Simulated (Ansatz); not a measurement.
## Two Ansatz runs on Ge

The structure comes from a relaxation in the same program, started in the sc type, and has space group Pm-3m. Whether it is a known phase or the ground state wasn't checked.

First run: DFT, PBEsol, PAW with Ansatz's default frozen-core files, scalar-relativistic (Ansatz 0.2.0).

Command: `ansatz run input.yaml --threads 1 --pin off --max-ram 2048MiB --backend cpu --events-out ev --progress --plain --runs-dir out` The run took about 2.6 s on 1 thread of a shared machine.

```yaml
crystal:
  lattice:
    - [2.712074032, 0.0, 0.0]
    - [0.0, 2.712074032, 0.0]
    - [0.0, 0.0, 2.712074032]
  atoms:
    - { symbol: Ge, position: [0.0, 0.0, 0.0] }
kpoints:
  mp_grid: { grid: [13, 13, 13] }
  band_path:
    path:
      - [0.0, 0.0, 0.0]
      - [0.0, 0.5, 0.0]
      - [0.5, 0.5, 0.0]
      - [0.0, 0.0, 0.0]
      - [0.5, 0.5, 0.5]
      - [0.0, 0.5, 0.0]
      - [0.5, 0.5, 0.5]
      - [0.5, 0.5, 0.0]
    npoints: 5
scf:
  occupations: { method: fermi_dirac, width: 0.05 }
hamiltonian:
  xc: pbesol
  pseudopotentials: { kind: paw }
output:
  forces: true
  stress: true
  eigenvalues: true
  efg: { contact_densities: true }
  write_density: true
  write_potential: true
  elf: true
  volumetric_format: npy
```

Result: converged; pressure -3.42 GPa; no gap on the k mesh; 6 SCF iterations.

A second input differs as follows:

```diff
@@ -21,4 +21,6 @@
 scf:
   occupations: { method: fermi_dirac, width: 0.05 }
+  convergence: { dr2_threshold: 1.0e-14 }
+  max_iter: 80
 hamiltonian:
   xc: pbesol
@@ -29,7 +31,3 @@
   eigenvalues: true
   efg: { contact_densities: true }
-  write_density: true
-  write_potential: true
-  elf: true
-  volumetric_format: npy
```

Task: Does the change harm the result?

Result: Not here: the run converged; energy at zero smearing 0.0 meV/atom from the first run; pressure -3.42 GPa; no gap on the k mesh; 8 SCF iterations, so the odd setting did no harm in this case.
